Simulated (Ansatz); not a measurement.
PbTe in the rocksalt structure, relaxed with r2SCAN, was run in Ansatz 0.2.0 under altered settings. All numbers are computed, without spin polarisation but where a row says otherwise.

```yaml
crystal:
  lattice:
    - [0.00000, 3.26784, 3.26784]
    - [3.26784, 0.00000, 3.26784]
    - [3.26784, 3.26784, 0.00000]
  atoms:
    - { symbol: Pb, position: [0.00000, 0.00000, 0.00000] }
    - { symbol: Te, position: [0.50000, 0.50000, 0.50000] }
```

The base run's other keys:
```yaml
kpoints:
  mp_grid: { grid: [4, 4, 4] }
hamiltonian:
  xc: hse06
scf:
  occupations: { method: fixed }
  n_extra_bands: 4
```

It takes 12 iterations with 1363 plane waves at 420 eV and 8 k points, and leaves a mean stress of -0.33 GPa. The gap over this mesh is 1.202 eV. It ran on 4 threads of Arm Neoverse N1, with other jobs on the host.

Outcomes, with energy and stress as changes against the base:
```csv
setting,outcome,ΔF (meV/atom),Δ mean stress (GPa),gap on the mesh (eV),iterations,wall time
"PBE hybrid, exx coeff 1.0, unscreened",converged,–,-1.9,5.293,21,17 s
"PBE hybrid, exx coeff 0.3, omega 0.1 1/Å",converged,–,-0.3,1.577,13,13 s
"PBE hybrid, exx coeff 0.2, omega 0.2078 1/Å",converged,–,+0.2,1.116,11,13 s
scf.exx.singularity: regularized,converged,+0.3,0.0,1.202,12,13 s
scf.n_extra_bands: 1,converged,0.0,0.0,1.202,12,13 s
```
A dash marks a value that wasn't obtained or can't be compared. Stress is positive in compression. The base took 13 s.

- PBE hybrid, exx coeff 1.0, unscreened. That is 100 % exact exchange, at all ranges, against HSE06's 25 % screened at 0.208 1/Å. The mean stress moves by -1.9 GPa and the gap on the mesh by +4.091 eV (to 5.293). Totals of different functionals aren't comparable.
- PBE hybrid, exx coeff 0.3, omega 0.1 1/Å. That is 30 % exact exchange, screened with ω = 0.1 1/Å, against HSE06's 25 % screened at 0.208 1/Å. The mean stress moves by -0.3 GPa and the gap on the mesh by +0.376 eV (to 1.577). Totals of different functionals aren't comparable. The program warns that on this mesh the truncation of the exchange isn't bounded, so part of the change can be an error of the mesh.
- PBE hybrid, exx coeff 0.2, omega 0.2078 1/Å. That is 20 % exact exchange, screened with ω = 0.2078 1/Å, against HSE06's 25 % screened at 0.208 1/Å. The mean stress moves by +0.2 GPa and the gap on the mesh by -0.086 eV (to 1.116). Totals of different functionals aren't comparable.

Within 1 meV an atom, 0.1 GPa and 0.005 eV of the base stay: scf.exx.singularity: regularized; scf.n_extra_bands: 1.

Spin-orbit coupling is left out; in compounds of Pb, Bi, Tl or Hg it can lower a gap by up to about 1 eV, split its edges or invert the bands.

The program warns that its thresholds are loose for a hybrid's stress.

The meshes of the hybrids are coarse, so their gaps aren't converged to the digits shown.
